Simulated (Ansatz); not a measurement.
Method: DFT PBE, scalar-relativistic, plane waves, PAW in Ansatz. All cells share a 420 eV cutoff and Γ-centred k meshes spaced at most about 0.3 Å⁻¹ (about 0.25 or finer for metals, 2π included). No spin polarisation.

Temperature and zero-point effects are left out.

Two forms of La2O were relaxed alike.

A.

```yaml
crystal:
  lattice:
    - [3.82580, 0.00000, 0.00000]
    - [-1.91290, 3.31324, 0.00000]
    - [0.00000, 0.00000, 19.10608]
  atoms:
    - { symbol: La, position: [0.33333, 0.66667, 0.07870] }
    - { symbol: La, position: [0.66667, 0.33333, 0.25133] }
    - { symbol: La, position: [0.66667, 0.33333, 0.92129] }
    - { symbol: La, position: [0.33333, 0.66667, 0.74867] }
    - { symbol: La, position: [0.33333, 0.66667, 0.42460] }
    - { symbol: La, position: [0.66667, 0.33333, 0.57540] }
    - { symbol: O, position: [0.66667, 0.33333, 0.12988] }
    - { symbol: O, position: [0.33333, 0.66667, 0.87012] }
    - { symbol: O, position: [0.00000, 0.00000, 0.00000] }
```

B.

```yaml
crystal:
  lattice:
    - [4.26255, 0.00000, 0.00000]
    - [0.00000, 4.26255, 0.00000]
    - [0.00000, 0.00000, 9.48564]
  atoms:
    - { symbol: La, position: [0.50000, 0.00000, 0.88247] }
    - { symbol: La, position: [0.00000, 0.50000, 0.11753] }
    - { symbol: La, position: [0.50000, 0.00000, 0.42659] }
    - { symbol: La, position: [0.00000, 0.50000, 0.57341] }
    - { symbol: O, position: [0.50000, 0.50000, 0.00000] }
    - { symbol: O, position: [0.00000, 0.00000, 0.00000] }
```

Question: Which would you expect to be lower, and how large is the difference?

Answer: A is lower, by 11 meV/atom. A has space group P-3m1 (No. 164), 26.9 Å³/atom and no gap on its mesh; B has space group P4/nmm (No. 129), 28.7 Å³/atom and no gap. Counting O atoms around La (those within 1.25 times the shortest such distance or 1.15 times the sum of covalent radii; a plus sign parts nearer from farther groups; the shortest distance is added where it is long for a bond; a slash parts the counts of unlike sites), A has La 1/3+3/3+3 from 6.0 Å and B has La 4/4 from 4.6 Å. The denser one is the lower, and pressure would at first widen the difference. In A, La on its first site has 3 O at 2.42 Å, 3 O at 2.67 Å, 12 La at 3.73–3.97 Å and 1 O at 3.99 Å; La on its second site is surrounded by 1 O at 2.32 Å and 12 La at 3.83–3.98 Å; around O on a site of symmetry 3m lie 4 La at 2.32–2.42 Å; 2 more sites not described. In B, La on its first site is surrounded by 4 O at 2.41 Å, 4 La at 3.75 Å and 9 La at 4.20–4.32 Å; La on its second site is surrounded by 4 La at 3.32 Å and 9 La at 4.20–4.32 Å; O is surrounded by 4 La at 2.41 Å and 4 O at 3.01 Å. Both come from invented guesses. The lowest form computed isn't among them: it has space group P4/mmm (No. 123), 23.2 Å³/atom and lies 40 meV/atom below the best shown.

The k mesh leaves some 4 meV/atom of noise in the energy of each metallic cell. Cells relaxed within their symmetry can be saddle points. Some candidate types were left out of the draw beforehand, so a known form may be missing.
